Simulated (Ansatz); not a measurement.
**Slab bands of honeycomb SnTe, 2 layers**

Aim: the slab bands of honeycomb SnTe, 2 layers, with their weight on the outer layers.

Program: Ansatz 0.2.0. Level of theory: plane-wave DFT, PBE-D3(BJ), Ansatz PAW, in the first sound run; inputs show where later runs differ. Results are calculated unless marked as measured.

## 1. Set-up

The cell holds 4 atoms: 2 Te and 2 Sn. Cell: a = 4.180 Å, b = 4.180 Å, c = 24.530 Å, α = 90.0°, β = 90.0°, γ = 120.0°. Regions: layer 1: honeycomb SnTe, 2 atoms (1 Te and 1 Sn); layer 2: honeycomb SnTe, 2 atoms (1 Te and 1 Sn). Vacuum lies along c.

## 2. Relaxing the slab

The structure is relaxed first, because levels and dipoles at a surface follow the positions of the outer atoms.

input.yaml reads:

```yaml
crystal:
  lattice:
    - [4.18, 0.0, 0.0]
    - [-2.09, 3.6199861878, 0.0]
    - [0.0, 0.0, 24.53]
  atoms:
    - { symbol: Te, position: [0.6666666667, 0.3333333333, 0.3668976763] }
    - { symbol: Sn, position: [0.3333333333, 0.6666666667, 0.4357929066] }
    - { symbol: Te, position: [0.0, 0.0, 0.5642070934] }
    - { symbol: Sn, position: [0.6666666667, 0.3333333333, 0.6331023237] }
kpoints:
  mp_grid: { grid: [12, 12, 1] }
hamiltonian:
  xc: pbe
  dispersion: d3bj
scf:
  occupations: { method: fermi_dirac, width: 0.1 }
  convergence: { dr2_threshold: 1.0e-08 }
efield:
  axis: 3
  dipole_correction: true
  ramp_position: 0.97
  ramp_width: 0.06
relax:
  f_tol: 0.01
  max_steps: 60
output:
  write_potential: true
  write_density: true
  volumetric_format: npy
```

Run with:

```bash
ansatz run input.yaml --threads 4 --pin off --max-ram 6144MiB --backend cpu --events-out ev --progress --plain --runs-dir out
```

Numbers of over 12 decimals in the logs are rounded to 6 here.

Log:

```text
Engine: ansatz 0.2.0, x86_64-unknown-linux-gnu
Pseudopotentials: kind: paw
Pseudopotential: Te, paw, valence charge 16, recommended cutoff 420 eV (normal), Te.paw.azcp
Pseudopotential: Sn, paw, valence charge 14, recommended cutoff 420 eV (normal), Sn.paw.azcp
Functional definition: PBE
  parameter kappa = 0.804
  parameter beta = 0.066725
  exchange = pbe_x(kappa = kappa, mu = beta*pi^2/3)
  correlation = pbe_c(beta = beta)
Crystal: 4 atoms, lattice volume = 371.177 Å³
Basis set: ecut = 420 eV, 7131 PW (Γ), exchange–correlation on 60×60×360 points (8 copies of the dense FFT grid, shifted against one another)
Bands: 36, of which v1, the nominal top of the filled ones, is band 30 counted from 1 (29 counted from 0)
Symmetry: 6 space group operations
Space group: P3m1 (ITA 156), of the structure as read, at distance tolerance 7.2e-5 Å
k-points: 19 of 144 (time reversal used)
Non-local potential: Te, projectors of the file, l = 0: 2, l = 1: 2, l = 2: 2, l = 3: 2
Non-local potential: Sn, projectors of the file, l = 0: 2, l = 1: 2, l = 2: 2, l = 3: 2
PAW form: soft (Blöchl's): semilocal exchange-correlation on the pseudo side does not see the compensation charge
PAW one-centre angular grid: Te, 590 points (default); XC on 64 Gauss nodes
PAW one-centre angular grid: Sn, 590 points (default); XC on 64 Gauss nodes
Initial density: superposition of atomic densities (neutral atoms: chi_scale 0, normalization atom), corrected by the library's trained network
Initial wavefunctions: pseudopotential atomic-orbital guess
Functional: x = pbe(κ = 0.804, μ = 0.219515), c = pbe(β = 0.066725)
SCF iter   1: F=—  HF=-26010.186020 eV  |F-HF|=—  |Δ(HF+E_count)|=         —  Δρ=1.30e-3  dr2=7.83e-2  ethr=1.77e-3  p=0.054 e·Å  D=2.62e-2 V/Å  ΔV_dip=-0.64 eV  dr2_dipole=2.59e-2  V_vac-E_F(+/−)=3.74/4.38 eV  ⟨swp⟩=8.9  Hψ=3257  notcnv=0
efield: sawtooth ramp at fractional position 0.9700 (set: `efield.ramp_position`, or a place that a band, a saddle search or an elastic batch's reference lends), width 0.0600; the density the first Hamiltonian is built on has a dipole p = 0.054 e·Å; the dipole correction subtracts the counter field D = 2.62e-2 V/Å, which shifts the + side's vacuum level by -0.64 eV against the − side's; the planar-averaged density in the ramp window peaks in size at 1.1e-5 e/Å³
preconditioner: auto → Resta (q_TF=auto, 2.014 Å⁻¹)  ε∞=2.4  [insulator: Δε(μ)=0.884 eV  Ē_g=7.396 eV  σ=0.100 eV  W_gap=0.98  n_scr=56 (ndim 8)  ℏωp=8.6 eV  f_vac=0.583  D(μ)=0.05/eV (n_scr^D=0)  ε∞_Penn≈2.4  vacuum switching on, ρ_ref=4.0e-3 e/Å³]
SCF iter   2: F=—  HF=-26010.187293 eV  |F-HF|=—  |Δ(HF+E_count)|=   1.27e-3  Δρ=1.74e-3  dr2=1.44e-1  ethr=1.31e-4  p=0.126 e·Å  D=6.14e-2 V/Å  ΔV_dip=-1.51 eV  dr2_dipole=6.75e-2  V_vac-E_F(+/−)=3.37/4.87 eV  ⟨swp⟩=3.0  Hψ=1122  notcnv=0
preconditioner: auto → LDOS  [insulator: Δε(μ)=0.609 eV  Ē_g=7.355 eV  σ=0.100 eV  W_gap=0.91  n_scr=56 (ndim 8)  ℏωp=8.6 eV  f_vac=0.584  D(μ)=0.21/eV (n_scr^D=2)  ε∞_Penn≈2.4  β→1.0]
SCF iter   3: F=—  HF=-26010.191165 eV  |F-HF|=—  |Δ(HF+E_count)|=   3.87e-3  Δρ=1.97e-3  dr2=1.12e-1  ethr=1.31e-4  p=0.058 e·Å  D=2.85e-2 V/Å  ΔV_dip=-0.70 eV  dr2_dipole=4.17e-2  V_vac-E_F(+/−)=3.84/4.54 eV  ⟨swp⟩=3.4  Hψ=1163  notcnv=0
SCF iter   4: F=—  HF=-26010.176852 eV  |F-HF|=—  |Δ(HF+E_count)|=   1.43e-2  Δρ=1.01e-3  dr2=2.40e-2  ethr=1.31e-4  p=0.079 e·Å  D=3.84e-2 V/Å  ΔV_dip=-0.94 eV  dr2_dipole=7.08e-3  V_vac-E_F(+/−)=3.71/4.65 eV  ⟨swp⟩=1.0  Hψ=820  notcnv=0
SCF iter   5: F=—  HF=-26010.172767 eV  |F-HF|=—  |Δ(HF+E_count)|=   4.08e-3  Δρ=2.48e-4  dr2=1.90e-3  ethr=4.01e-5  p=0.089 e·Å  D=4.32e-2 V/Å  ΔV_dip=-1.06 eV  dr2_dipole=1.68e-4  V_vac-E_F(+/−)=3.65/4.71 eV  ⟨swp⟩=2.0  Hψ=764  notcnv=0
SCF iter   6: F=—  HF=-26010.172564 eV  |F-HF|=—  |Δ(HF+E_count)|=   2.04e-4  Δρ=7.49e-5  dr2=1.25e-4  ethr=3.17e-6  p=0.091 e·Å  D=4.42e-2 V/Å  ΔV_dip=-1.08 eV  dr2_dipole=1.69e-8  V_vac-E_F(+/−)=3.62/4.70 eV  ⟨swp⟩=2.0  Hψ=801  notcnv=0
SCF iter   7: F=—  HF=-26010.172554 eV  |F-HF|=—  |Δ(HF+E_count)|=   9.33e-6  Δρ=2.85e-5  dr2=4.37e-6  ethr=2.08e-7  p=0.091 e·Å  D=4.44e-2 V/Å  ΔV_dip=-1.09 eV  dr2_dipole=2.53e-8  V_vac-E_F(+/−)=3.62/4.71 eV  ⟨swp⟩=2.0  Hψ=841  notcnv=0
SCF iter   8: F=—  HF=-26010.172462 eV  |F-HF|=—  |Δ(HF+E_count)|=   9.21e-5  Δρ=9.97e-6  dr2=1.48e-6  ethr=7.28e-9  p=0.091 e·Å  D=4.44e-2 V/Å  ΔV_dip=-1.09 eV  dr2_dipole=3.30e-7  V_vac-E_F(+/−)=3.62/4.71 eV  ⟨swp⟩=2.0  Hψ=1261  notcnv=0
SCF iter   9: F=—  HF=-26010.172462 eV  |F-HF|=—  |Δ(HF+E_count)|=   2.00e-7  Δρ=2.33e-6  dr2=7.80e-8  ethr=2.46e-9  p=0.091 e·Å  D=4.45e-2 V/Å  ΔV_dip=-1.09 eV  dr2_dipole=1.09e-8  V_vac-E_F(+/−)=3.62/4.71 eV  ⟨swp⟩=2.0  Hψ=987  notcnv=0
SCF iter  10: F=-26010.172462 eV  HF=-26010.172462 eV  |F-HF|=1.16e-9  |Δ(HF+E_count)|=   1.27e-9  Δρ=4.99e-7  dr2=1.12e-9  ethr=1.67e-11  p=0.091 e·Å  D=4.45e-2 V/Å  ΔV_dip=-1.09 eV  dr2_dipole=3.55e-11  V_vac-E_F(+/−)=3.62/4.71 eV  ⟨swp⟩=7.4  Hψ=4555  notcnv=0
SCF 1 converged in 10 iterations: F = -26010.172462 eV  dr2 = 1.12e-9
  greatest PAW one-centre occupation: 0.998 electrons in one spin orbital (limit 2), on the Te atom at site 2 (counted from 0), in its partial waves of l = 2
relax step   1: F+E_penalty+E_count = -26010.17246188 eV  Δ(F+E_penalty+E_count) = +0.000e0 eV  max|allowed force component| = 1.117e-1 eV/Å  Δτ_max = 0.0000 Å  (10 SCF iters, accepted)
Initial density: handed on by an earlier stage of this run
Initial wavefunctions: those handed on with the density
iter 1 solved again at ethr=9.29e-5 eV; its pass at ethr=3.10e-3 eV (dr2=5.58e-2 eV) is discarded
SCF iter   1: F=—  HF=-26010.191598 eV  |F-HF|=—  |Δ(HF+E_count)|=         —  Δρ=4.59e-3  dr2=5.67e-2  ethr=9.29e-5  p=0.091 e·Å  D=4.45e-2 V/Å  ΔV_dip=-1.09 eV  dr2_dipole=4.67e-4  V_vac-E_F(+/−)=3.52/4.61 eV  ⟨swp⟩=1.2  Hψ=3069  notcnv=0
efield: sawtooth ramp at fractional position 0.9700 (set: `efield.ramp_position`, or a place that a band, a saddle search or an elastic batch's reference lends), width 0.0600; the density the first Hamiltonian is built on has a dipole p = 0.091 e·Å; the dipole correction subtracts the counter field D = 4.45e-2 V/Å, which shifts the + side's vacuum level by -1.09 eV against the − side's; the planar-averaged density in the ramp window peaks in size at 3.3e-6 e/Å³
preconditioner: auto → LDOS  [insulator: Δε(μ)=0.469 eV  Ē_g=7.496 eV  σ=0.100 eV  W_gap=0.82  n_scr=56 (ndim 8)  ℏωp=8.6 eV  f_vac=0.601  D(μ)=0.33/eV (n_scr^D=2)  ε∞_Penn≈2.3  β→1.0]
[...]
SCF iter   3: F=—  HF=-26010.192372 eV  |F-HF|=—  |Δ(HF+E_count)|=   1.10e-3  Δρ=3.51e-4  dr2=1.15e-3  ethr=2.77e-6  p=0.087 e·Å  D=4.26e-2 V/Å  ΔV_dip=-1.04 eV  dr2_dipole=8.46e-6  V_vac-E_F(+/−)=3.56/4.60 eV  ⟨swp⟩=2.5  Hψ=1036  notcnv=0
SCF iter   4: F=—  HF=-26010.192281 eV  |F-HF|=—  |Δ(HF+E_count)|=   9.06e-5  Δρ=3.96e-5  dr2=2.86e-5  ethr=1.91e-6  p=0.087 e·Å  D=4.26e-2 V/Å  ΔV_dip=-1.04 eV  dr2_dipole=1.11e-5  V_vac-E_F(+/−)=3.57/4.61 eV  ⟨swp⟩=1.9  Hψ=746  notcnv=0
SCF iter   5: F=—  HF=-26010.192274 eV  |F-HF|=—  |Δ(HF+E_count)|=   7.46e-6  Δρ=1.93e-5  dr2=4.40e-6  ethr=4.77e-8  p=0.088 e·Å  D=4.28e-2 V/Å  ΔV_dip=-1.05 eV  dr2_dipole=1.49e-6  V_vac-E_F(+/−)=3.56/4.61 eV  ⟨swp⟩=2.0  Hψ=852  notcnv=0
SCF iter   6: F=—  HF=-26010.192185 eV  |F-HF|=—  |Δ(HF+E_count)|=   8.84e-5  Δρ=6.59e-6  dr2=2.18e-7  ethr=7.34e-9  p=0.088 e·Å  D=4.28e-2 V/Å  ΔV_dip=-1.05 eV  dr2_dipole=2.36e-8  V_vac-E_F(+/−)=3.56/4.61 eV  ⟨swp⟩=2.0  Hψ=768  notcnv=0
SCF iter   7: F=—  HF=-26010.192185 eV  |F-HF|=—  |Δ(HF+E_count)|=   4.91e-8  Δρ=1.81e-6  dr2=1.87e-8  ethr=3.63e-10  p=0.088 e·Å  D=4.28e-2 V/Å  ΔV_dip=-1.05 eV  dr2_dipole=3.07e-9  V_vac-E_F(+/−)=3.56/4.61 eV  ⟨swp⟩=2.1  Hψ=1013  notcnv=0
SCF iter   8: F=-26010.192185 eV  HF=-26010.192185 eV  |F-HF|=1.65e-9  |Δ(HF+E_count)|=   1.55e-8  Δρ=4.06e-7  dr2=5.83e-10  ethr=1.67e-11  p=0.088 e·Å  D=4.28e-2 V/Å  ΔV_dip=-1.05 eV  dr2_dipole=9.38e-13  V_vac-E_F(+/−)=3.56/4.61 eV  ⟨swp⟩=9.0  Hψ=4190  notcnv=0
SCF 3 converged in 8 iterations: F = -26010.192185 eV  dr2 = 5.83e-10
relax step   3: F+E_penalty+E_count = -26010.19218540 eV  Δ(F+E_penalty+E_count) = -1.826e-3 eV  max|allowed force component| = 2.584e-2 eV/Å  Δτ_max = 0.0307 Å  (8 SCF iters, accepted)
[...]
relax step   4: F+E_penalty+E_count = -26010.19185606 eV  Δ(F+E_penalty+E_count) = +3.293e-4 eV  max|allowed force component| = 3.175e-2 eV/Å  Δτ_max = 0.0445 Å  (8 SCF iters, rejected (line search))
SCF iter   1: F=—  HF=-26010.192682 eV  |F-HF|=—  |Δ(HF+E_count)|=         —  Δρ=6.39e-4  dr2=9.99e-4  ethr=1.85e-5  p=0.089 e·Å  D=4.35e-2 V/Å  ΔV_dip=-1.07 eV  dr2_dipole=2.24e-5  V_vac-E_F(+/−)=3.56/4.63 eV  ⟨swp⟩=3.1  Hψ=1677  notcnv=0
efield: sawtooth ramp at fractional position 0.9700 (set: `efield.ramp_position`, or a place that a band, a saddle search or an elastic batch's reference lends), width 0.0600; the density the first Hamiltonian is built on has a dipole p = 0.089 e·Å; the dipole correction subtracts the counter field D = 4.35e-2 V/Å, which shifts the + side's vacuum level by -1.07 eV against the − side's; the planar-averaged density in the ramp window peaks in size at 3.8e-6 e/Å³
preconditioner: auto → LDOS  [insulator: Δε(μ)=0.531 eV  Ē_g=7.471 eV  σ=0.100 eV  W_gap=0.87  n_scr=56 (ndim 8)  ℏωp=8.6 eV  f_vac=0.596  D(μ)=0.26/eV (n_scr^D=2)  ε∞_Penn≈2.3  β→1.0]
SCF iter   2: F=—  HF=-26010.192902 eV  |F-HF|=—  |Δ(HF+E_count)|=   2.21e-4  Δρ=2.33e-4  dr2=1.43e-3  ethr=1.67e-6  p=0.085 e·Å  D=4.17e-2 V/Å  ΔV_dip=-1.02 eV  dr2_dipole=2.63e-4  V_vac-E_F(+/−)=3.57/4.60 eV  ⟨swp⟩=2.0  Hψ=1216  notcnv=0
SCF iter   3: F=—  HF=-26010.192959 eV  |F-HF|=—  |Δ(HF+E_count)|=   5.71e-5  Δρ=2.43e-4  dr2=2.40e-3  ethr=1.67e-6  p=0.092 e·Å  D=4.47e-2 V/Å  ΔV_dip=-1.10 eV  dr2_dipole=4.86e-4  V_vac-E_F(+/−)=3.56/4.66 eV  ⟨swp⟩=2.2  Hψ=1133  notcnv=0
SCF iter   4: F=—  HF=-26010.192676 eV  |F-HF|=—  |Δ(HF+E_count)|=   2.83e-4  Δρ=7.71e-5  dr2=1.24e-4  ethr=1.67e-6  p=0.089 e·Å  D=4.36e-2 V/Å  ΔV_dip=-1.07 eV  dr2_dipole=3.54e-5  V_vac-E_F(+/−)=3.56/4.63 eV  ⟨swp⟩=2.0  Hψ=756  notcnv=0
SCF iter   5: F=—  HF=-26010.192653 eV  |F-HF|=—  |Δ(HF+E_count)|=   2.28e-5  Δρ=2.10e-5  dr2=1.54e-5  ethr=2.06e-7  p=0.088 e·Å  D=4.31e-2 V/Å  ΔV_dip=-1.06 eV  dr2_dipole=3.63e-7  V_vac-E_F(+/−)=3.57/4.62 eV  ⟨swp⟩=2.0  Hψ=784  notcnv=0
SCF iter   6: F=—  HF=-26010.192649 eV  |F-HF|=—  |Δ(HF+E_count)|=   4.30e-6  Δρ=5.14e-6  dr2=1.41e-7  ethr=2.57e-8  p=0.088 e·Å  D=4.31e-2 V/Å  ΔV_dip=-1.06 eV  dr2_dipole=2.75e-8  V_vac-E_F(+/−)=3.57/4.62 eV  ⟨swp⟩=1.9  Hψ=780  notcnv=0
SCF iter   7: F=—  HF=-26010.192559 eV  |F-HF|=—  |Δ(HF+E_count)|=   9.03e-5  Δρ=2.19e-6  dr2=1.69e-8  ethr=2.35e-10  p=0.088 e·Å  D=4.31e-2 V/Å  ΔV_dip=-1.06 eV  dr2_dipole=8.17e-10  V_vac-E_F(+/−)=3.57/4.62 eV  ⟨swp⟩=2.5  Hψ=927  notcnv=0
SCF iter   8: F=-26010.192559 eV  HF=-26010.192559 eV  |F-HF|=1.04e-9  |Δ(HF+E_count)|=   2.02e-8  Δρ=5.12e-7  dr2=1.25e-9  ethr=1.67e-11  p=0.088 e·Å  D=4.31e-2 V/Å  ΔV_dip=-1.06 eV  dr2_dipole=3.93e-11  V_vac-E_F(+/−)=3.57/4.62 eV  ⟨swp⟩=9.0  Hψ=4153  notcnv=0
SCF 5 converged in 8 iterations: F = -26010.192559 eV  dr2 = 1.25e-9
relax step   5: F+E_penalty+E_count = -26010.19255855 eV  Δ(F+E_penalty+E_count) = -3.731e-4 eV  max|allowed force component| = 1.915e-3 eV/Å  Δτ_max = 0.0171 Å  (8 SCF iters, accepted)
NSCF: frozen V_eff on 19 k-points
the band table was solved once a step of the walk had ended and its energy, with any forces and stress, was formed, with the checks that follow a solve (3103 applications of the Hamiltonian). They found nothing against the state; the energy, forces and stress were not computed again (output.eigenvalues in the input reference)
SCF converged after 8 iterations
Free energy (F): -26010.192559 eV
Harris-Foulkes:  -26010.192559 eV  (|F-HF|=1.04e-9)
Internal energy: -26010.180854 eV  (E = F + TS)
E sigma→0 (E₀):  -26010.186706 eV
Entropy (-TS):   -0.011704 eV (-2.926 meV/atom)
Fermi energy:    0.554074 eV
Dipole field:    D = 0.043065 V/Å  (p = 0.088338 e·Å, saw-weighted, corrected)
Work function:   Φ+ = 3.5674 eV   Φ− = 4.6237 eV
Levels:          The Fermi level and band energies are counted from a zero that moves with the ramp; work functions are not
--- Per-component energies (eV) ---
  E_band       = -1248.389029
  E_kinetic    = 731.319713
  E_local      = -42209.051381  (includes V_loc(G=0)·N_el)
  E_nonlocal   = -685.675774
  E_hartree    = 21388.928783
  E_xc         = -1013.287114
  E_vxc        = -399.068248  (∫ρ·V_xc dr)
  E_paw        = -17593.210095  (= ΣΔE_a)
  E_vpaw       = -1463.921645  (= ΣTr[D̂ρ^β])
  E_aug_tail   = -0.000409  (compensation charges beyond the density's cutoff)
  E_efield     = 0.001902  (sawtooth field / dipole correction)
  E_vefield    = 0.148639  (∫n·V_field dr)
  E_ewald      = 13371.962273
  E_disp       = -1.168751  (pairwise vdW)
  E_smearing   = -0.011704  (= −TS)
  E_closure    = 0.000000  (closes the sum)
  Σ components = -26010.192559   (vs F -26010.192559, Δ=0.00e0)
--- Forces (eV/Å), atoms counted from 1 ---
  atom   1  Te    -0.00000000    -0.00000000    -0.00191499
  atom   2  Sn    -0.00000000    -0.00000000    -0.00030869
  atom   3  Te    -0.00000000    -0.00000000     0.00106656
  atom   4  Sn    -0.00000000    -0.00000000     0.00115714
  max |Σ_I F_I| component: 1.81e-8 eV/Å
--- Band table (eV; the first three rows and the last of 19) ---
  k-point 0: bands = [... 26 lower, -1.0249, -0.3710, -0.3710, 0.1265, 1.2008, 2.5729, 2.6681, 2.6681, ... 2 higher]
  k-point 1: bands = [... 26 lower, -1.1406, -0.9299, -0.4791, 0.2953, 1.5010, 2.3921, 2.7608, 2.9292, ... 2 higher]
  k-point 2: bands = [... 26 lower, -1.4180, -1.3361, -0.7419, 0.1437, 1.5042, 2.2853, 2.9181, 3.0078, ... 2 higher]
  k-point 18: bands = [... 26 lower, -2.6486, -2.3415, -1.7148, -1.4032, 1.2557, 1.5907, 2.5914, 3.3263, ... 2 higher]
--- Relaxed structure (5 steps of the walk, 4 accepted, 0 SCFs on fresh bases) ---
  F+E_penalty+E_count = -26010.19255855 eV   max|allowed force component| = 1.915e-3 eV/Å
  atoms:
    - { symbol: Te, position: [0.666667, 0.333333, 0.373067] }
    - { symbol: Sn, position: [0.333333, 0.666667, 0.441464] }
    - { symbol: Te, position: [1.4816619490818276e-17, -9.25185853848912e-17, 0.558381] }
    - { symbol: Sn, position: [0.666667, 0.333333, 0.627088] }
```

The job ended after 36 s (4 threads of Intel Xeon Platinum 8375C at 2.90GHz (Ice Lake), shared host; peak memory 0.83 GiB).

Step by step:

| step | energy less that of the first step (eV) | largest force component (eV/Å) |
| --- | --- | --- |
| 1 | 0.0000 | 0.1117 |
| 2 | -0.0179 | 0.0672 |
| 3 | -0.0197 | 0.0258 |
| 4 | -0.0194 | 0.0317 |
| 5 | -0.0201 | 0.0019 |

Relaxation step 4 was tried and not accepted.

Forces are held to the 6 operations that the run works with; a distortion that breaks them can't arise in this run.

The atoms that moved most (Å):

| atom | dx | dy | dz | length |
| --- | --- | --- | --- | --- |
| Te1 | 0.000 | 0.000 | 0.151 | 0.151 |
| Sn4 | 0.000 | 0.000 | -0.148 | 0.148 |
| Te3 | 0.000 | 0.000 | -0.143 | 0.143 |
| Sn2 | 0.000 | 0.000 | 0.139 | 0.139 |

The relaxed structure:

```xyz
4
Lattice="4.1800 0.0000 0.0000 -2.0900 3.6200 0.0000 0.0000 0.0000 24.5300" Properties=species:S:1:pos:R:3
Te    2.0900    1.2067    9.1513
Sn    0.0000    2.4133   10.8291
Te    0.0000    0.0000   13.6971
Sn    2.0900    1.2067   15.3825
```

Numbers from this step:

```yaml
energy_at_zero_smearing: -26010.1867 eV
dipole_along_the_normal: 0.08834 e·Å
step_between_the_vacuum_levels: -1.056 eV
```

The relaxation took 5 steps and lowered the energy by 0.020 eV; the largest force on the free atoms ends at 0.0019 eV/Å.

The gap is 0.53 eV.

[end of part 1 of 3]

[Logs are printed without paths, hosts, clocks, repeated set-up lines and the standing remarks that a program may print on its own settings, such as how far it seeks lower states.]

[Hosts, paths, dates, database ids (printed as entryN), source tags and the programs' standing remarks are cut or masked in the printed files.]

[Maps of the electrostatic potential energy from Ansatz leave out the sawtooth potential of an applied field or a dipole correction, so their vacuum need not be flat; planar profiles and work functions include it.]
